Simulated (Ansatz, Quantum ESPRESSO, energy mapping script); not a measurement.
# MnO2 monolayer: J from the energies of magnetic orders, part 2 of 2

Aim: the exchange couplings of MnO2 monolayer from the energies of a few collinear orders, and the ordering temperature that they give.

PBE with U = 4.32 eV on Mn d, ortho-atomic projectors, D3(BJ) dispersion; plane waves, U on orthogonalised atomic orbitals unless named otherwise, collinear spin, no spin–orbit coupling.

So far. Step 3 (Run 2 (compensated +−; cell A, 6 atoms)): The run ends antiferromagnetic, 58.78 meV a magnetic atom above the parallel order of its cell. Step 4 (Run 3 (parallel; cell B, 9 atoms)): The run ends ferromagnetic. For each magnetic atom its energy differs from the parallel run of the first cell by 0.03 meV, an error that one common reference would have brought in.

**5. Order 4: uncompensated ++−, cell B of 9 atoms**

Level of this step: PBE with U = 4.32 eV on Mn d, ortho-atomic projectors, GBRV potentials (Quantum ESPRESSO).

This order reverses 2.67 of the 6 neighbours at 2.86 Å, 4 of the 6 neighbours at 4.95 Å and 2.67 of the 6 neighbours at 5.71 Å, counted for an average magnetic atom.

File pw.in:

```
&control
  calculation = 'scf'
  prefix = 'pw'
  outdir = './tmp/'
  pseudo_dir = './pseudo/'
  verbosity = 'low'
/
&system
  ibrav = 0
  nat = 9
  ntyp = 3
  ecutwfc = 45
  ecutrho = 360
  nbnd = 59
  occupations = 'smearing'
  smearing = 'fd'
  degauss = 0.00367493
  nspin = 2
  starting_magnetization(1) = 0.3000
  starting_magnetization(2) = -0.3000
  vdw_corr = 'dft-d3'
  dftd3_version = 4
/
&electrons
  conv_thr = 2.2e-08
  electron_maxstep = 120
  mixing_beta = 0.3
  mixing_mode = 'plain'
/
ATOMIC_SPECIES
  Mn1 54.9380 Mn.upf
  Mn2 54.9380 Mn.upf
  O 15.9990 O.upf
CELL_PARAMETERS angstrom
  2.85687000 0.00000000 0.00000000
  -4.28530500 7.42236599 0.00000000
  0.00000000 0.00000000 16.89689100
ATOMIC_POSITIONS crystal
  Mn1 0.00000000 0.00000000 0.50000000
  Mn1 0.00000000 0.33333333 0.50000000
  Mn2 0.00000000 0.66666667 0.50000000
  O 0.66666667 0.11111111 0.55613100
  O 0.66666667 0.44444444 0.55613100
  O 0.66666667 0.77777778 0.55613100
  O 0.33333333 0.22222222 0.44386900
  O 0.33333333 0.55555556 0.44386900
  O 0.33333333 0.88888889 0.44386900
K_POINTS automatic
  12 4 1 0 0 0
HUBBARD {ortho-atomic}
U Mn1-3d 4.32
U Mn2-3d 4.32
```

On the command line:

```
$ OMP_NUM_THREADS=1 mpirun -n 4 pw.x -nk 4 -in pw.in > pw.out
```

The log of the run:

```text
[banner, memory and clock lines left out]
Program PWSCF v.7.5 starts
[...]
unit-cell volume          =    2417.8884 (a.u.)^3
     number of atoms/cell      =            9
[...]
number of electrons       =        81.00
     number of Kohn-Sham states=           59
     kinetic-energy cutoff     =      45.0000  Ry
     charge density cutoff     =     360.0000  Ry
[...]
one-electron contribution =   -4466.15525555 Ry
     hartree contribution      =    2233.14877384 Ry
     xc contribution           =    -123.35448333 Ry
     ewald contribution        =    1528.76895185 Ry
     DFT-D3 Dispersion         =      -0.05907937 Ry
     Hubbard energy            =       0.57275157 Ry
     total magnetization       =     3.00 Bohr mag/cell
     absolute magnetization    =    10.57 Bohr mag/cell
     convergence has been achieved in  16 iterations
[key lines of the parts left out:]
!    total energy              =    -827.07834099 Ry
the Fermi energy is    -3.1358 ev
```

The job ended after 4.6 min (4 MPI ranks of Arm Neoverse V1, shared host; peak memory 2.3 GiB; 18 min of CPU time).

The run ends ferrimagnetic, 36.06 meV a magnetic atom above the parallel order of its cell.

**6. Run 5 (parallel; cell C, 9 atoms)**

The parallel order again, as the reference for this cell.

This run holds the same structure in another cell (a 2.857 → 4.948 Å, γ 120.0 → 30.0°).

File pw.in:

```
&control
  calculation = 'scf'
  prefix = 'pw'
  outdir = './tmp/'
  pseudo_dir = './pseudo/'
  verbosity = 'low'
/
&system
  ibrav = 0
  nat = 9
  ntyp = 2
  ecutwfc = 45
  ecutrho = 360
  nbnd = 64
  occupations = 'smearing'
  smearing = 'fd'
  degauss = 0.00367493
  nspin = 2
  starting_magnetization(1) = 0.3000
  vdw_corr = 'dft-d3'
  dftd3_version = 4
/
&electrons
  conv_thr = 2.2e-08
  electron_maxstep = 120
  mixing_beta = 0.3
  mixing_mode = 'plain'
/
ATOMIC_SPECIES
  Mn 54.9380 Mn.upf
  O 15.9990 O.upf
CELL_PARAMETERS angstrom
  0.00000000 4.94824400 0.00000000
  -4.28530500 7.42236599 0.00000000
  0.00000000 0.00000000 16.89689100
ATOMIC_POSITIONS crystal
  Mn 0.00000000 0.00000000 0.50000000
  Mn 0.00000000 0.33333333 0.50000000
  Mn 0.00000000 0.66666667 0.50000000
  O 0.66666667 0.66666667 0.55613100
  O 0.66666667 0.00000000 0.55613100
  O 0.66666667 0.33333333 0.55613100
  O 0.33333333 0.00000000 0.44386900
  O 0.33333333 0.33333333 0.44386900
  O 0.33333333 0.66666667 0.44386900
K_POINTS automatic
  10 10 1 0 0 0
HUBBARD {ortho-atomic}
U Mn-3d 4.32
```

The log of the run:

```text
[banner, memory and clock lines left out]
Program PWSCF v.7.5 starts
[...]
unit-cell volume          =    2417.8884 (a.u.)^3
     number of atoms/cell      =            9
[...]
number of electrons       =        81.00
     number of Kohn-Sham states=           64
     kinetic-energy cutoff     =      45.0000  Ry
     charge density cutoff     =     360.0000  Ry
[...]
one-electron contribution =   -4466.21153750 Ry
     hartree contribution      =    2233.23126471 Ry
     xc contribution           =    -123.37964718 Ry
     ewald contribution        =    1528.76894922 Ry
     DFT-D3 Dispersion         =      -0.05907937 Ry
     Hubbard energy            =       0.56375513 Ry
     total magnetization       =     9.00 Bohr mag/cell
     absolute magnetization    =    10.77 Bohr mag/cell
     convergence has been achieved in  16 iterations
[key lines of the parts left out:]
!    total energy              =    -827.08629499 Ry
the Fermi energy is    -3.1044 ev
```

It took 5 min on 4 MPI ranks; peak memory 2.6 GiB; 20 min of CPU time.

The run ends ferromagnetic. For each magnetic atom its energy differs from the parallel run of the first cell by 0.01 meV, an error that one common reference would have brought in.

**7. Run 6 (uncompensated ++−; cell C, 9 atoms)**

This order reverses 4 of the 6 neighbours at 2.86 Å, 0 of the 6 neighbours at 4.95 Å and 4 of the 6 neighbours at 5.71 Å, counted for an average magnetic atom.

Edit pw.in of step 6 so:

```diff
@@ -10,6 +10,6 @@
   nat = 9
-  ntyp = 2
+  ntyp = 3
   ecutwfc = 45
   ecutrho = 360
-  nbnd = 64
+  nbnd = 59
   occupations = 'smearing'
@@ -19,2 +19,3 @@
   starting_magnetization(1) = 0.3000
+  starting_magnetization(2) = -0.3000
   vdw_corr = 'dft-d3'
@@ -29,3 +30,4 @@
 ATOMIC_SPECIES
-  Mn 54.9380 Mn.upf
+  Mn1 54.9380 Mn.upf
+  Mn2 54.9380 Mn.upf
   O 15.9990 O.upf
@@ -36,5 +38,5 @@
 ATOMIC_POSITIONS crystal
-  Mn 0.00000000 0.00000000 0.50000000
-  Mn 0.00000000 0.33333333 0.50000000
-  Mn 0.00000000 0.66666667 0.50000000
+  Mn1 0.00000000 0.00000000 0.50000000
+  Mn1 0.00000000 0.33333333 0.50000000
+  Mn2 0.00000000 0.66666667 0.50000000
   O 0.66666667 0.66666667 0.55613100
@@ -48,2 +50,3 @@
 HUBBARD {ortho-atomic}
-U Mn-3d 4.32
+U Mn1-3d 4.32
+U Mn2-3d 4.32
```

The log of the run:

```text
[banner, memory and clock lines left out]
Program PWSCF v.7.5 starts
[...]
unit-cell volume          =    2417.8884 (a.u.)^3
     number of atoms/cell      =            9
[...]
number of electrons       =        81.00
     number of Kohn-Sham states=           59
     kinetic-energy cutoff     =      45.0000  Ry
     charge density cutoff     =     360.0000  Ry
[...]
one-electron contribution =   -4466.13721073 Ry
     hartree contribution      =    2233.11858507 Ry
     xc contribution           =    -123.34357067 Ry
     ewald contribution        =    1528.76894922 Ry
     DFT-D3 Dispersion         =      -0.05907937 Ry
     Hubbard energy            =       0.57690314 Ry
     total magnetization       =     3.00 Bohr mag/cell
     absolute magnetization    =    10.49 Bohr mag/cell
     convergence has been achieved in  15 iterations
[key lines of the parts left out:]
!    total energy              =    -827.07542333 Ry
the Fermi energy is    -3.2066 ev
```

Wall time 4.5 min (4 MPI ranks); peak memory 2.4 GiB; 18 min of CPU time.

The run ends ferrimagnetic, 49.31 meV a magnetic atom above the parallel order of its cell.

**8. Parallel start in cell D (12 atoms)**

The parallel order again, as the reference for this cell.

File pw.in:

```
&control
  calculation = 'scf'
  prefix = 'pw'
  outdir = './tmp/'
  pseudo_dir = './pseudo/'
  verbosity = 'low'
/
&system
  ibrav = 0
  nat = 12
  ntyp = 2
  ecutwfc = 45
  ecutrho = 360
  nbnd = 84
  occupations = 'smearing'
  smearing = 'fd'
  degauss = 0.00367493
  nspin = 2
  starting_magnetization(1) = 0.3000
  vdw_corr = 'dft-d3'
  dftd3_version = 4
/
&electrons
  conv_thr = 3.0e-08
  electron_maxstep = 120
  mixing_beta = 0.3
  mixing_mode = 'plain'
/
ATOMIC_SPECIES
  Mn 54.9380 Mn.upf
  O 15.9990 O.upf
CELL_PARAMETERS angstrom
  0.00000000 4.94824400 0.00000000
  -5.71374000 9.89648799 0.00000000
  0.00000000 0.00000000 16.89689100
ATOMIC_POSITIONS crystal
  Mn 0.00000000 0.00000000 0.50000000
  Mn 0.00000000 0.25000000 0.50000000
  Mn 0.00000000 0.50000000 0.50000000
  Mn 0.00000000 0.75000000 0.50000000
  O 0.66666667 0.75000000 0.55613100
  O 0.66666667 0.00000000 0.55613100
  O 0.66666667 0.25000000 0.55613100
  O 0.66666667 0.50000000 0.55613100
  O 0.33333333 0.00000000 0.44386900
  O 0.33333333 0.25000000 0.44386900
  O 0.33333333 0.50000000 0.44386900
  O 0.33333333 0.75000000 0.44386900
K_POINTS automatic
  10 5 1 0 0 0
HUBBARD {ortho-atomic}
U Mn-3d 4.32
```

The log of the run:

```text
[banner, memory and clock lines left out]
Program PWSCF v.7.5 starts
[...]
unit-cell volume          =    3223.8512 (a.u.)^3
     number of atoms/cell      =           12
[...]
number of electrons       =       108.00
     number of Kohn-Sham states=           84
     kinetic-energy cutoff     =      45.0000  Ry
     charge density cutoff     =     360.0000  Ry
[...]
one-electron contribution =   -5954.94623180 Ry
     hartree contribution      =    2977.63899272 Ry
     xc contribution           =    -164.50598776 Ry
     ewald contribution        =    2038.35859896 Ry
     DFT-D3 Dispersion         =      -0.07877249 Ry
     Hubbard energy            =       0.75167224 Ry
     total magnetization       =    12.00 Bohr mag/cell
     absolute magnetization    =    14.36 Bohr mag/cell
     convergence has been achieved in  17 iterations
[key lines of the parts left out:]
!    total energy              =   -1102.78172812 Ry
the Fermi energy is    -3.0803 ev
```

Elapsed: 13 min, on 4 MPI ranks; peak memory 3.8 GiB.

The run ends ferromagnetic. For each magnetic atom its energy differs from the parallel run of the first cell by 0.00 meV, an error that one common reference would have brought in.

**9. Run 8 (compensated ++−−; cell D, 12 atoms)**

This order reverses 4 of the 6 neighbours at 2.86 Å, 2 of the 6 neighbours at 4.95 Å and 4 of the 6 neighbours at 5.71 Å, counted for an average magnetic atom.

Edit pw.in of step 8 so:

```diff
@@ -10,6 +10,6 @@
   nat = 12
-  ntyp = 2
+  ntyp = 3
   ecutwfc = 45
   ecutrho = 360
-  nbnd = 84
+  nbnd = 74
   occupations = 'smearing'
@@ -19,2 +19,3 @@
   starting_magnetization(1) = 0.3000
+  starting_magnetization(2) = -0.3000
   vdw_corr = 'dft-d3'
@@ -29,3 +30,4 @@
 ATOMIC_SPECIES
-  Mn 54.9380 Mn.upf
+  Mn1 54.9380 Mn.upf
+  Mn2 54.9380 Mn.upf
   O 15.9990 O.upf
@@ -36,6 +38,6 @@
 ATOMIC_POSITIONS crystal
-  Mn 0.00000000 0.00000000 0.50000000
-  Mn 0.00000000 0.25000000 0.50000000
-  Mn 0.00000000 0.50000000 0.50000000
-  Mn 0.00000000 0.75000000 0.50000000
+  Mn1 0.00000000 0.00000000 0.50000000
+  Mn1 0.00000000 0.25000000 0.50000000
+  Mn2 0.00000000 0.50000000 0.50000000
+  Mn2 0.00000000 0.75000000 0.50000000
   O 0.66666667 0.75000000 0.55613100
@@ -51,2 +53,3 @@
 HUBBARD {ortho-atomic}
-U Mn-3d 4.32
+U Mn1-3d 4.32
+U Mn2-3d 4.32
```

The log of the run:

```text
[banner, memory and clock lines left out]
Program PWSCF v.7.5 starts
[...]
unit-cell volume          =    3223.8512 (a.u.)^3
     number of atoms/cell      =           12
[...]
number of electrons       =       108.00
     number of Kohn-Sham states=           74
     kinetic-energy cutoff     =      45.0000  Ry
     charge density cutoff     =     360.0000  Ry
[...]
one-electron contribution =   -5954.84082207 Ry
     hartree contribution      =    2977.48223005 Ry
     xc contribution           =    -164.45723438 Ry
     ewald contribution        =    2038.35859896 Ry
     DFT-D3 Dispersion         =      -0.07877249 Ry
     Hubbard energy            =       0.76932549 Ry
     total magnetization       =     0.00 Bohr mag/cell
     absolute magnetization    =    13.98 Bohr mag/cell
     convergence has been achieved in  17 iterations
[key lines of the parts left out:]
!    total energy              =   -1102.76667444 Ry
the Fermi energy is    -3.1565 ev
```

It took 11 min on 4 MPI ranks; peak memory 3.6 GiB.

The run ends antiferromagnetic, 51.20 meV a magnetic atom above the parallel order of its cell.

**10. Mapping onto a Heisenberg model**

Each energy difference is a sum of couplings weighted by the pairs that the order reverses. A few near shells are fitted to the differences by least squares. Energies are those extrapolated to zero occupation width, not the free energies F.

The orders that converged (zero: parallel moments in the same cell):

| order | atoms | energy (meV a magnetic atom) | moments (μB) | moments kept as typed | opposed neighbours at 2.86, 4.95, 5.71 Å |
| --- | --- | --- | --- | --- | --- |
| parallel in cell A | 6 | 0.00 | 2.83 | yes | 0, 0, 0 |
| compensated +− in cell A | 6 | 58.78 | 2.75 | yes | 4, 4, 0 |
| parallel in cell B | 9 | 0.00 | 2.83 | yes | 0, 0, 0 |
| uncompensated ++− in cell B | 9 | 36.06 | 2.74 to 2.79 | yes | 2.67, 4, 2.67 |
| parallel in cell C | 9 | 0.00 | 2.83 | yes | 0, 0, 0 |
| uncompensated ++− in cell C | 9 | 49.31 | 2.70 to 2.77 | yes | 4, 0, 4 |
| parallel in cell D | 12 | 0.00 | 2.83 | yes | 0, 0, 0 |
| compensated ++−− in cell D | 12 | 51.20 | 2.75 | yes | 4, 2, 4 |

Fitted to E = −Σ J e·e over ordered pairs of unit vectors (J > 0 favours parallel moments):

| pair | distance (Å) | neighbours | J (meV) |
| --- | --- | --- | --- |
| Mn–Mn | 2.86 | 6 | 6.95 |
| Mn–Mn | 4.95 | 6 | 0.399 |
| Mn–Mn | 5.71 | 6 | -0.769 |

Adding the shell at 7.56 Å gives 7.0, 0.40, -0.79 and -0.038 meV and a mean-field temperature of 305 K, an exact solve that tests nothing.

Limits of this fit: couplings between layers, chains or clusters are absent from the fit or under 2 % of the largest, so temperatures below mark short-range order.

In mean field these couplings order at 305 K.

**11. Monte Carlo**

Mean field ignores fluctuations and overstates the ordering temperature, so the model is also sampled. The heat capacity peaks where order sets in.

Classical unit spins with these couplings on 30×30×1 copies of a cell that holds the lowest order (900 spins), heat-bath sweeps, cooled from random directions, 1004 sweeps to settle and 3014 measured at each temperature, averaged over 4 runs.

| T (K) | heat capacity (k_B a spin) |
| --- | --- |
| 36.6 | 1.08 |
| 62.7 | 1.09 |
| 102 | 1.19 |
| 128 | 1.32 |
| 154 | 1.66 |
| 167 | 1.69 |
| 193 | 1.38 |
| 219 | 1.08 |
| 245 | 0.82 |
| 271 | 0.67 |
| 310 | 0.49 |
| 336 | 0.41 |

The smoothed heat capacity has a broad peak at 161 K. An isotropic layer has no long-range order above 0 K, so no order parameter is shown.

**12. Against another level**

The first set of orders, under PBE+U (3.6 eV), QE, GBRV, took 3.1 h of CPU time summed over its finished orders (seed run apart), these 3.2 h.

| quantity | this set | first set |
| --- | --- | --- |
| J at 2.86 Å, meV | 6.95 | 5.84 |
| J at 4.95 Å, meV | 0.399 | 0.382 |
| J at 5.71 Å, meV | -0.769 | -0.865 |
| ordering temperature, mean field, K | 305 | 248 |
| heat-capacity peak, Monte Carlo, K | 161 | 125 |

The coupling that led in the first set goes from 5.84 to 6.95 meV.

**13. What came out**

| Quantity | Value |
| --- | --- |
| lowest order tried | parallel |
| largest fitted value, Mn–Mn at 2.86 Å | 6.95 meV |
| ordering temperature, mean field | 305 K |
| heat-capacity peak, Monte Carlo | 161 K |

**Reading.** Of the orders tried, MnO2 monolayer prefers parallel moments under PBE+U (4.32 eV), QE, GBRV. The coupling at 2.86 Å is 1.2 times that of the first set, at 1.0 times the CPU time. The largest fitted coupling is the Mn–Mn pair at 2.86 Å, ferromagnetic at 6.9 meV, across a ligand at about 97°. A ferromagnetic sign on a path near 90° is what the Goodenough–Kanamori rules expect, though these runs do not test the mechanism. With 4 differences for 3 couplings the fit misses by 0.18 meV at most, a small part of the spread. In the fitted orders moments change by up to 4.8 % against the parallel run of the same cell, so their size stays put. The fitted couplings above 2 % of the largest link the moments within layers only, where isotropic couplings give no order above 0 K. The peak at 161 K marks where short-range order sets in on this finite lattice; real ordering needs anisotropy.

1 further run of the session is left out of this account and of its counts and ranges: runs hit by known faults of a program or its files, repeats, responses too ill-conditioned to give a U, cells squeezed past sense, harmless faults, or fits whose shells could not be counted again from the structure.

[Logs and program files are shortened in this print: banners, set-up blocks, solver, clock and traceback lines can be left out without a mark of their own.]

[Logs are printed without paths, hosts, clocks, repeated set-up lines and the standing remarks that a program may print on its own settings, such as how far it seeks lower states.]

[Hosts, paths, dates, database ids (printed as entryN), source tags and the programs' standing remarks are cut or masked in the printed files.]

[Where a cell is said to come from a database of computed structures, the database is the Materials Project.]
